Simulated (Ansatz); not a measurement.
# Ni(100) / 3 layers Cu(100) / Ni(100): resistance against film thickness, part 2 of 2

How does the resistance across the layers grow with the film in Ni(100) / 3 layers Cu(100) / Ni(100)?

Ansatz 0.2.0; Ansatz plane-wave DFT, PBEsol, PAW files, collinear spin; ballistic transport by layer matching (Landauer), zero bias; PAW set soft_1.

So far. Step 5 (With 8 layers, film layers 8): The conductance of the junction is 8.6e14 S/m², 0.33 % under the 8.6e14 S/m² of the last finished run, within the error estimates, leads' steps apart, of 2.4 and 2.5 %. The estimate from the leads' steps, 70 %, is larger still.

### Step 6. With 10 layers, film layers 10

The stack now holds 10 film layers; the k-mesh follows the cell, and the energies span -0.27 to 0.27 eV.

System of this step: Ni(100) / 10 layers Cu(100) / Ni(100). The cell holds 20 atoms: 10 Ni and 10 Cu. Its edges and angles: a = 2.492 Å, b = 2.492 Å, c = 36.640 Å, α = 90.0°, β = 90.0°, γ = 90.0°. It derives from Ni and Cu. Regions: lead, 10 atoms (10 Ni); films, 10 atoms (10 Cu). The structure is stacked along c, and the current runs across the ab planes.

input.yaml reads:

```yaml
crystal:
  lattice:
    - [2.4918442969, 0.0, 0.0]
    - [0.0, 2.4918442969, 0.0]
    - [0.0, 0.0, 36.6399203215]
  atoms:
    - { symbol: Ni, position: [0.0, 0.0, 0.0240448121], spin: 1.0 }
    - { symbol: Ni, position: [0.5, 0.5, 0.0721344363], spin: 1.0 }
    - { symbol: Ni, position: [0.0, 0.0, 0.1202240606], spin: 1.0 }
    - { symbol: Ni, position: [0.5, 0.5, 0.1683136848], spin: 1.0 }
    - { symbol: Ni, position: [0.0, 0.0, 0.216403309], spin: 1.0 }
    - { symbol: Cu, position: [0.5, 0.5, 0.266403309] }
    - { symbol: Cu, position: [0.0, 0.0, 0.3183136848] }
    - { symbol: Cu, position: [0.5, 0.5, 0.3702240606] }
    - { symbol: Cu, position: [0.0, 0.0, 0.4221344363] }
    - { symbol: Cu, position: [0.5, 0.5, 0.4740448121] }
    - { symbol: Cu, position: [0.0, 0.0, 0.5259551879] }
    - { symbol: Cu, position: [0.5, 0.5, 0.5778655637] }
    - { symbol: Cu, position: [0.0, 0.0, 0.6297759394] }
    - { symbol: Cu, position: [0.5, 0.5, 0.6816863152] }
    - { symbol: Cu, position: [0.0, 0.0, 0.733596691] }
    - { symbol: Ni, position: [0.5, 0.5, 0.783596691], spin: 1.0 }
    - { symbol: Ni, position: [0.0, 0.0, 0.8316863152], spin: 1.0 }
    - { symbol: Ni, position: [0.5, 0.5, 0.8797759394], spin: 1.0 }
    - { symbol: Ni, position: [0.0, 0.0, 0.9278655637], spin: 1.0 }
    - { symbol: Ni, position: [0.5, 0.5, 0.9759551879], spin: 1.0 }
magnetization:
  spin_polarized: true
kpoints:
  mp_grid: { grid: [15, 15, 1] }
hamiltonian:
  xc: pbesol
  pseudopotentials: { kind: paw, azcp: { folder: soft_1 }, xc_functional: pbe }
scf:
  occupations: { method: fermi_dirac, width: 0.1 }
output:
  transmission:
    leads: [[0, 1]]
    kmesh: [30, 30]
    e_range: [-0.27, 0.27]
    de: 0.036
  write_potential: true
  write_density: true
  volumetric_format: npy
```

On the command line:

```console
> ansatz run input.yaml --threads 4 --pin off --max-ram 8192MiB --backend cpu --events-out ev --progress --plain --runs-dir out
```

It took 5.6 min on 4 threads of Arm Neoverse V2, shared host; peak memory 3.1 GiB; 21 min of CPU time.

This step gave:

* free energy: -123937.4814 eV
* energy at zero smearing: -123937.1586 eV
* Fermi energy: 16.84 eV
* magnetization: 5.941 μB
* absolute magnetization: 6.761 μB
* step of the lead's potential: 1.2 meV
* lead conductance per cell: 1.489 G₀
* conductance of the junction: 8.58e14 S/m²
* junction conductance per cell: 0.6879 G₀
* estimated errors of the junction's conductance: 0.2, 0.2, 3.4, 0.6, 0.2 % (energy step, band edges, k-mesh, leads' steps, distance from neutral)
* area resistance that the stack adds (contact term taken off, spin by spin): 0.1831 fΩ m²

Per spin. Table of transmission, zone mean by energy, zero at the Fermi level:

| energy (eV) | T up | T down |
| --- | --- | --- |
| -0.270 | 0.639 | 0.498 |
| -0.234 | 0.655 | 0.550 |
| -0.198 | 0.688 | 0.540 |
| -0.162 | 0.697 | 0.560 |
| -0.126 | 0.703 | 0.612 |
| -0.090 | 0.705 | 0.630 |
| -0.054 | 0.706 | 0.653 |
| -0.018 | 0.716 | 0.658 |
| 0.018 | 0.720 | 0.662 |
| 0.054 | 0.722 | 0.660 |
| 0.090 | 0.725 | 0.669 |
| 0.126 | 0.739 | 0.623 |
| 0.162 | 0.742 | 0.629 |
| 0.198 | 0.754 | 0.621 |
| 0.234 | 0.757 | 0.618 |
| 0.270 | 0.761 | 0.621 |

The conductance of the junction is 8.6e14 S/m², 0.25 % under the 8.6e14 S/m² of the last finished run, within the error estimates, leads' steps apart, of 2.5 and 3.4 %.

### Step 7. All levels side by side

Times are for 4 threads of Arm Neoverse V2, shared host. Results by setting:

| no. | film layers | area resistance that the stack adds (contact term taken off, spin by spin) (fΩ m²) | conductance of the junction (S/m²) | time | memory (GiB) |
| --- | --- | --- | --- | --- | --- |
| 1 | 3 | 0.1829 | 8.89e14 | 5.5 min | 1.7 |
| 2 | 5 | 0.1836 | 8.61e14 | 4.2 min | 2.1 |
| 3 | 6 | 0.1752 | 8.63e14 | 3.9 min | 2.1 |
| 4 | 8 | 0.1774 | 8.60e14 | 4.7 min | 2.6 |
| 5 | 10 | 0.1831 | 8.58e14 | 5.6 min | 3.1 |

### Step 8. With 5 layers

A repeat with a changed input, to see how far the result depends on it.

This step: Ansatz plane-wave DFT, PBEsol, PAW files, collinear spin; ballistic transport by layer matching (Landauer), zero bias; changed: scf.mixing.algorithm = "broyden", scf.mixing.beta = 0.3, scf.mixing.ndim = 2, crystal.symmetry = {"detect": false}, scf.mixing.preconditioner = "resta"; PAW set soft_1 (Ansatz 0.2.0).

System of this step: Ni(100) / 5 layers Cu(100) / Ni(100). The cell holds 16 atoms: 11 Ni and 5 Cu. Cell: a = 2.492 Å, b = 2.492 Å, c = 28.892 Å, α = 90.0°, β = 90.0°, γ = 90.0°. It derives from Ni and Cu. Regions: lead, 11 atoms (11 Ni); films, 5 atoms (5 Cu). The structure is stacked along c, and the current runs across the ab planes.

input.yaml, the sections that differ from step 6:

```yaml
crystal:
  lattice:
    - [2.4918442969, 0.0, 0.0]
    - [0.0, 2.4918442969, 0.0]
    - [0.0, 0.0, 28.8919601608]
  atoms:
    - { symbol: Ni, position: [0.0, 0.0, 0.030492912], spin: 1.0 }
    - { symbol: Ni, position: [0.5, 0.5, 0.0914787361], spin: 1.0 }
    - { symbol: Ni, position: [0.0, 0.0, 0.1524645602], spin: 1.0 }
    - { symbol: Ni, position: [0.5, 0.5, 0.2134503843], spin: 1.0 }
    - { symbol: Ni, position: [0.0, 0.0, 0.2744362084], spin: 1.0 }
    - { symbol: Cu, position: [0.5, 0.5, 0.337844714] }
    - { symbol: Cu, position: [0.0, 0.0, 0.403675901] }
    - { symbol: Cu, position: [0.5, 0.5, 0.469507088] }
    - { symbol: Cu, position: [0.0, 0.0, 0.535338275] }
    - { symbol: Cu, position: [0.5, 0.5, 0.601169462] }
    - { symbol: Ni, position: [0.0, 0.0, 0.6645779675], spin: 1.0 }
    - { symbol: Ni, position: [0.5, 0.5, 0.7255637916], spin: 1.0 }
    - { symbol: Ni, position: [0.0, 0.0, 0.7865496157], spin: 1.0 }
    - { symbol: Ni, position: [0.5, 0.5, 0.8475354398], spin: 1.0 }
    - { symbol: Ni, position: [0.0, 0.0, 0.9085212639], spin: 1.0 }
    - { symbol: Ni, position: [0.5, 0.5, 0.969507088], spin: 1.0 }
  symmetry: { detect: false }
scf:
  occupations: { method: fermi_dirac, width: 0.1 }
  mixing: { algorithm: broyden, beta: 0.3, ndim: 2, preconditioner: resta }
# magnetization, kpoints, hamiltonian, output: as in step 6
```

It took 64 min on 4 threads; peak memory 5 GiB.

Residual by cycle:

cycle, log10 residual and a bar from the least value:
```
        1        3.5 
        2        6.2 ##############################
        3        3.6 ##
        4        3.6 #
        5        4.0 ######
        6        4.6 #############
        7        5.7 #########################
        8        4.9 ################
        9        4.6 #############
       10        5.8 ##########################
       11        5.5 ######################
```

The run was cut off at its time limit.

After 11 cycles the residual stands at 2.9e5.

### Step 9. What came out

| Quantity | Value |
| --- | --- |
| area resistance, 3 layers | 0.183 fΩ m² |
| area resistance, 5 layers | 0.184 fΩ m² |
| area resistance, 6 layers | 0.175 fΩ m² |
| area resistance, 8 layers | 0.177 fΩ m² |
| area resistance, 10 layers | 0.183 fΩ m² |

**Reading.** The stack adds 0.18 fΩ m² with 3 layers and 0.18 fΩ m² with 10. From 5 layers on no step exceeds the two runs' error estimates together, as expected where only the two interfaces scatter; half the mean, 0.090 fΩ m², is a rough coherent figure for one interface. Atoms sit on ideal sites and aren't relaxed. One magnetic start was tried, and the two spins conduct in parallel without mixing. The program's estimate of the error from the leads' steps alone runs to 70 %, although the steps are small; only longer leads would test it. Cu(100) is compressed by 2.5 % in plane to fit Ni(100), at its own atomic volume.

[Logs are printed without paths, hosts, clocks, repeated set-up lines and the standing remarks that a program may print on its own settings, such as how far it seeks lower states.]

[Hosts, paths, dates, database ids (printed as entryN), source tags and the programs' standing remarks are cut or masked in the printed files.]
